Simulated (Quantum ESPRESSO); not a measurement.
Mo under changes of volume

One of the cells (15.892 Å³/atom); the others are scaled copies at fixed shape and fractional positions:

```
Mo
1.0
    -1.58381    1.58381    1.58381
     1.58381   -1.58381    1.58381
     1.58381    1.58381   -1.58381
Mo
1
Cartesian
  0.0000 0.0000 0.0000
```

* Program: Quantum ESPRESSO 7.5
* Functional: r2SCAN
* Potentials or basis: SG15 PBE 1.2
* Cutoff: 952 eV
* Density cutoff: 3810 eV
* k mesh: 9 × 9 × 9
* Occupations: fermi-dirac, width 0.05 eV
* Spin: no spin polarisation

```csv
volume (Å³/atom),energy over the lowest point (meV/atom),pressure (GPa)
14.938,22.78,12.4
15.256,5.07,5.7
15.574,0.00,-0.3
15.892,6.23,-5.6
16.209,22.46,-10.4
16.527,47.52,-14.6
16.845,?,?
```

Task: What does the run at 16.845 Å³/atom give?

Result: Energy over the lowest point 80.43 meV/atom; pressure -18.4 GPa.

Worked out: A Birch-Murnaghan fit of order 3 (a polynomial in V^(-2/3)) to the other rows has its minimum at 15.55 Å³/atom with B0 = V·E''(V) = 280 GPa and B' = 4.8. It gives 80.51 meV/atom at 16.845 Å³/atom, against the run's 80.43, and -dE/dV = -18.4 GPa, against -18.4.

Energies are extrapolated to zero smearing.

Caveats: the potentials were made for another functional, which shifts forces and pressure.
